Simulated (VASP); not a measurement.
# C (C2/m) in VASP: a series of runs, part 9 of 9

VASP 6.6.1.

### Step 104. Equation of state, PBEsol, 9.43 Å³/atom

Contents of INCAR:

```
PREC = Accurate
ENCUT = 460
EDIFF = 1E-6
ISMEAR = 0
SIGMA = 0.05
LREAL = F
LASPH = T
NELM = 100
ALGO = Normal
ISIF = 2
LWAVE = F
LCHARG = F
GGA = PS
ADDGRID = F
```

Contents of KPOINTS:

```
regular mesh
0
Gamma
  13 13 8
```

Contents of POSCAR:

```
C
1.0
    2.1483842544     -1.2404444432      0.0000000000
    2.1483842544      1.2404444432      0.0000000000
   -1.3927246737      0.0000000000      3.5375138202
C
2
Direct
    0.1666444700      0.1666444700      0.9999069600
    0.8333555300      0.8333555300      0.0000930400
```

Run with:

```bash
$ cat potpaw_PBE.64/C/POTCAR > POTCAR
$ mpirun -np 1 vasp_std > vasp.out
```

It took 31 s on 1 thread of Intel Xeon Platinum 8488C (Sapphire Rapids), shared host; peak memory 0.14 GiB.

These settings aren't checked as converged: the numbers below hold their error.

Results:

| Quantity | Value |
| --- | --- |
| Free energy | -19.2858 eV |
| Pressure | -6.4 GPa |
| Largest force | 0.005 eV/Å |
| Band gap on the k mesh | 0.91 eV, indirect (least direct gap 0.92 eV) |

Caveat: the cutoff is under 1.25 times the usual one of these potentials, so pressure, stress and relaxed cells hold a basis-set (Pulay) error; the PAW data sets were made with another functional, which shifts forces and pressure a little; an odd mesh through Γ misses points on the zone boundary, where band edges often lie; this functional lacks dispersion, which binds the layers, so the pressure and a relaxed spacing across them are unreliable.

### Step 105. Equation of state, PBEsol, 8.88 Å³/atom

INCAR, as its differences from that of step 104:

```diff
@@ -1,3 +1,3 @@
 PREC = Accurate
-ENCUT = 460
+ENCUT = 650
 EDIFF = 1E-6
```

Contents of KPOINTS:

```
regular mesh
0
Gamma
  11 11 7
```

Contents of POSCAR:

```
C
1.0
    2.1058307541     -1.2158746984      0.0000000000
    2.1058307541      1.2158746984      0.0000000000
   -1.3651386822      0.0000000000      3.4674455374
C
2
Direct
    0.1666444700      0.1666444700      0.9999069600
    0.8333555300      0.8333555300      0.0000930400
```

Potentials or basis: VASP PAW PBE potentials, release 64 (C).

Run with:

```bash
$ cat potpaw_PBE.64/C/POTCAR > POTCAR
$ mpirun -np 1 vasp_std > vasp.out
```

It took 29 s on 1 thread of Intel Xeon Platinum 8488C (Sapphire Rapids), shared host; peak memory 0.15 GiB.

The run converged, but some of its settings lie outside the range that counts as converged, so its numbers aren't taken as properties of the crystal.

Results:

```
Free energy            : -19.2789 eV
Pressure               : 9.8 GPa
Largest force          : 0.006 eV/Å
Band gap on the k mesh : 1.14 eV, direct
```

Caveat: the PAW data sets were made with another functional, which shifts forces and pressure a little; an odd mesh through Γ misses points on the zone boundary, where band edges often lie; this functional lacks dispersion, which binds the layers, so the pressure and a relaxed spacing across them are unreliable.

### Step 106. Equation of state, PBEsol, 9.43 Å³/atom

INCAR is that of step 105.

KPOINTS is that of step 105.

Contents of POSCAR:

```
C
1.0
    2.1483842544     -1.2404444432      0.0000000000
    2.1483842544      1.2404444432      0.0000000000
   -1.3927246737      0.0000000000      3.5375138202
C
2
Direct
    0.1666444700      0.1666444700      0.9999069600
    0.8333555300      0.8333555300      0.0000930400
```

Run with:

```bash
$ cat potpaw_PBE.64/C/POTCAR > POTCAR
$ mpirun -np 1 vasp_std > vasp.out
```

Wall time 40 s (1 thread of Intel Xeon Platinum 8488C (Sapphire Rapids), shared host); peak memory 0.16 GiB.

These settings aren't checked as converged: the numbers below hold their error.

Results:

| Quantity | Value |
| --- | --- |
| Free energy | -19.2908 eV |
| Pressure | -6.7 GPa |
| Largest force | 0.006 eV/Å |
| Band gap on the k mesh | 1.11 eV, direct |

Caveat: the PAW data sets were made with another functional, which shifts forces and pressure a little; an odd mesh through Γ misses points on the zone boundary, where band edges often lie; this functional lacks dispersion, which binds the layers, so the pressure and a relaxed spacing across them are unreliable.

### Step 107. Equation of state, PBEsol, 8.88 Å³/atom

INCAR, as its differences from that of step 106:

```diff
@@ -1,3 +1,3 @@
 PREC = Accurate
-ENCUT = 650
+ENCUT = 520
 EDIFF = 1E-6
```

Contents of KPOINTS:

```
regular mesh
0
Gamma
  13 13 8
```

Contents of POSCAR:

```
C
1.0
    2.1058307541     -1.2158746984      0.0000000000
    2.1058307541      1.2158746984      0.0000000000
   -1.3651386822      0.0000000000      3.4674455374
C
2
Direct
    0.1666444700      0.1666444700      0.9999069600
    0.8333555300      0.8333555300      0.0000930400
```

Run with:

```bash
$ cat potpaw_PBE.64/C/POTCAR > POTCAR
$ mpirun -np 1 vasp_std > vasp.out
```

Wall time 32 s (1 thread of Intel Xeon Platinum 8488C (Sapphire Rapids), shared host); peak memory 0.15 GiB.

The run converged, but some of its settings lie outside the range that counts as converged, so its numbers aren't taken as properties of the crystal.

Results:

| Quantity | Value |
| --- | --- |
| Free energy | -19.2699 eV |
| Pressure | 10.3 GPa |
| Largest force | 0.004 eV/Å |
| Band gap on the k mesh | 0.93 eV, indirect (least direct gap 0.94 eV) |

Caveat: the PAW data sets were made with another functional, which shifts forces and pressure a little; an odd mesh through Γ misses points on the zone boundary, where band edges often lie; this functional lacks dispersion, which binds the layers, so the pressure and a relaxed spacing across them are unreliable.

### Step 108. Equation of state, PBEsol, 9.43 Å³/atom

INCAR is that of step 107.

KPOINTS is that of step 107.

Contents of POSCAR:

```
C
1.0
    2.1483842544     -1.2404444432      0.0000000000
    2.1483842544      1.2404444432      0.0000000000
   -1.3927246737      0.0000000000      3.5375138202
C
2
Direct
    0.1666444700      0.1666444700      0.9999069600
    0.8333555300      0.8333555300      0.0000930400
```

Potentials or basis: VASP PAW PBE potentials, release 64 (C).

Run with:

```bash
$ cat potpaw_PBE.64/C/POTCAR > POTCAR
$ mpirun -np 1 vasp_std > vasp.out
```

Wall time 38 s (1 thread of Intel Xeon Platinum 8488C (Sapphire Rapids), shared host); peak memory 0.15 GiB.

These settings aren't checked as converged: the numbers below hold their error.

Results:

* Free energy: -19.2825 eV
* Pressure: -6.1 GPa
* Largest force: 0.005 eV/Å
* Band gap on the k mesh: 0.91 eV, indirect (least direct gap 0.92 eV)

Caveat: the PAW data sets were made with another functional, which shifts forces and pressure a little; an odd mesh through Γ misses points on the zone boundary, where band edges often lie; this functional lacks dispersion, which binds the layers, so the pressure and a relaxed spacing across them are unreliable.

### Step 109. Equation of state, PBEsol, 8.88 Å³/atom

INCAR, as its differences from that of step 108:

```diff
@@ -1,3 +1,3 @@
 PREC = Accurate
-ENCUT = 520
+ENCUT = 650
 EDIFF = 1E-6
```

KPOINTS is that of step 108.

Contents of POSCAR:

```
C
1.0
    2.1058307541     -1.2158746984      0.0000000000
    2.1058307541      1.2158746984      0.0000000000
   -1.3651386822      0.0000000000      3.4674455374
C
2
Direct
    0.1666444700      0.1666444700      0.9999069600
    0.8333555300      0.8333555300      0.0000930400
```

Run with:

```bash
$ cat potpaw_PBE.64/C/POTCAR > POTCAR
$ mpirun -np 1 vasp_std > vasp.out
```

It took 46 s on 1 thread of Intel Xeon Platinum 8488C (Sapphire Rapids), shared host; peak memory 0.17 GiB.

These settings aren't checked as converged: the numbers below hold their error.

Results:

```yaml
Free_energy: -19.2793 eV
Pressure: 9.8 GPa
Largest_force: 0.004 eV/Å
Band_gap_on_the_k_mesh: 0.93 eV, indirect (least direct gap 0.94 eV)
```

Caveat: the PAW data sets were made with another functional, which shifts forces and pressure a little; an odd mesh through Γ misses points on the zone boundary, where band edges often lie; this functional lacks dispersion, which binds the layers, so the pressure and a relaxed spacing across them are unreliable.

### Step 110. Equation of state, PBEsol, 9.43 Å³/atom

INCAR is that of step 109.

KPOINTS is that of step 109.

Contents of POSCAR:

```
C
1.0
    2.1483842544     -1.2404444432      0.0000000000
    2.1483842544      1.2404444432      0.0000000000
   -1.3927246737      0.0000000000      3.5375138202
C
2
Direct
    0.1666444700      0.1666444700      0.9999069600
    0.8333555300      0.8333555300      0.0000930400
```

Run with:

```bash
$ cat potpaw_PBE.64/C/POTCAR > POTCAR
$ mpirun -np 1 vasp_std > vasp.out
```

Run time: 54 s. Hardware: 1 thread of Intel Xeon Platinum 8488C (Sapphire Rapids), shared host; peak memory 0.18 GiB.

The run converged, but some of its settings lie outside the range that counts as converged, so its numbers aren't taken as properties of the crystal.

What came out:

```
Free energy            : -19.2912 eV
Pressure               : -6.6 GPa
Largest force          : 0.005 eV/Å
Band gap on the k mesh : 0.91 eV, indirect (least direct gap 0.92 eV)
```

Caveat: the PAW data sets were made with another functional, which shifts forces and pressure a little; an odd mesh through Γ misses points on the zone boundary, where band edges often lie; this functional lacks dispersion, which binds the layers, so the pressure and a relaxed spacing across them are unreliable.

### Step 111. Equation of state, PBEsol, 8.88 Å³/atom

INCAR, as its differences from that of step 110:

```diff
@@ -1,3 +1,3 @@
 PREC = Accurate
-ENCUT = 650
+ENCUT = 900
 EDIFF = 1E-6
```

Contents of KPOINTS:

```
regular mesh
0
Gamma
  11 11 7
```

Contents of POSCAR:

```
C
1.0
    2.1058307541     -1.2158746984      0.0000000000
    2.1058307541      1.2158746984      0.0000000000
   -1.3651386822      0.0000000000      3.4674455374
C
2
Direct
    0.1666444700      0.1666444700      0.9999069600
    0.8333555300      0.8333555300      0.0000930400
```

Potentials or basis: VASP PAW PBE potentials, release 64 (C).

Run with:

```bash
$ cat potpaw_PBE.64/C/POTCAR > POTCAR
$ mpirun -np 1 vasp_std > vasp.out
```

Wall time 33 s (1 thread of Intel Xeon Platinum 8488C (Sapphire Rapids), shared host); peak memory 0.19 GiB.

These settings aren't checked as converged: the numbers below hold their error.

Results:

```yaml
Free_energy: -19.2890 eV
Pressure: 10.0 GPa
Largest_force: 0.006 eV/Å
Band_gap_on_the_k_mesh: 1.14 eV, direct
```

Caveat: the PAW data sets were made with another functional, which shifts forces and pressure a little; an odd mesh through Γ misses points on the zone boundary, where band edges often lie; this functional lacks dispersion, which binds the layers, so the pressure and a relaxed spacing across them are unreliable.

### Step 112. Equation of state, PBEsol, 9.43 Å³/atom

INCAR is that of step 111.

KPOINTS is that of step 111.

Contents of POSCAR:

```
C
1.0
    2.1483842544     -1.2404444432      0.0000000000
    2.1483842544      1.2404444432      0.0000000000
   -1.3927246737      0.0000000000      3.5375138202
C
2
Direct
    0.1666444700      0.1666444700      0.9999069600
    0.8333555300      0.8333555300      0.0000930400
```

Run with:

```bash
$ cat potpaw_PBE.64/C/POTCAR > POTCAR
$ mpirun -np 1 vasp_std > vasp.out
```

It took 50 s on 1 thread of Intel Xeon Platinum 8488C (Sapphire Rapids), shared host; peak memory 0.19 GiB.

The run converged, but some of its settings lie outside the range that counts as converged, so its numbers aren't taken as properties of the crystal.

What came out:

| Quantity | Value |
| --- | --- |
| Free energy | -19.2992 eV |
| Pressure | -6.4 GPa |
| Largest force | 0.006 eV/Å |
| Band gap on the k mesh | 1.11 eV, direct |

Caveat: the PAW data sets were made with another functional, which shifts forces and pressure a little; an odd mesh through Γ misses points on the zone boundary, where band edges often lie; this functional lacks dispersion, which binds the layers, so the pressure and a relaxed spacing across them are unreliable.

### Step 113. The runs side by side

| level | screening parameter | exchange at q = 0 | pressure (GPa) | largest force (eV/Å) |
| --- | --- | --- | --- | --- |
| HSE06 | 0.2 1/A | - | -1.3 | 0.01 |
| HSE03 | - | - | -1.1 | 0.01 |
| PBE0 | - | truncated | -1.5 | 0.01 |

Alike in all rows: task band structure; potentials or basis VASP PAW PBE potentials, release 64 (C); no spin polarisation; cell as given; k mesh 8 × 8 × 6; cutoff (eV) 520; smearing gaussian 0.02 eV.

The pressure there spans -1.5 GPa (PBE0) to -1.1 GPa (HSE03); a positive pressure means that this level wants a larger cell, a negative one a smaller.

Caveats: the PAW data sets were made with another functional, which shifts forces and pressure a little; this functional lacks dispersion, which binds the layers, so the pressure and a relaxed spacing across them are unreliable (some runs).

Absolute energies hang on the potentials; compare differences alone.
